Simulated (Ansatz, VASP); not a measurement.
## One calculation of Fe, two programs

```
Fe
1.0
    -1.41578    1.41578    1.44876
     1.41578   -1.41578    1.44876
     1.41578    1.41578   -1.44876
Fe
1
Direct
  0.00000 0.00000 0.00000
```

Change from the starting cell: normal strain along x +0.0000, normal strain along z +0.0233.

Alike in both runs: task single point; functional PBE; k mesh 10 × 10 × 10; occupations gaussian, width 0.15 eV; collinear spin.

```csv
,VASP,Ansatz
version,VASP 6.6.1,Ansatz 0.2.0
potentials or method,"VASP PAW PBE potentials, release 64 (Fe)","scalar-relativistic, plane waves, PAW"
plane-wave cutoff (eV),520,520
valence electrons in the cell,8,16
```

Ansatz gave:

```
gap on the k mesh at the Fermi level (eV)                     : none
pressure (GPa)                                                : -5.3
largest component of the traceless stress (GPa)               : 2.16
net moment per atom (μB)                                      : 2.14
size of the moment on the site where the two differ most (μB) : 2.20
```

Q: Which values does VASP return?

A: gap on the k mesh at the Fermi level (eV): none; pressure (GPa): -5.4; largest component of the traceless stress (GPa): 2.05; net moment per atom (μB): 2.16; size of the moment on the site where the two differ most (μB): 2.16.

Site moments also hang on the region over which each program counts them. A gap of «none» marks a metal or a gap that the smearing closes. The two sets of potentials don't hold the same shells in valence.
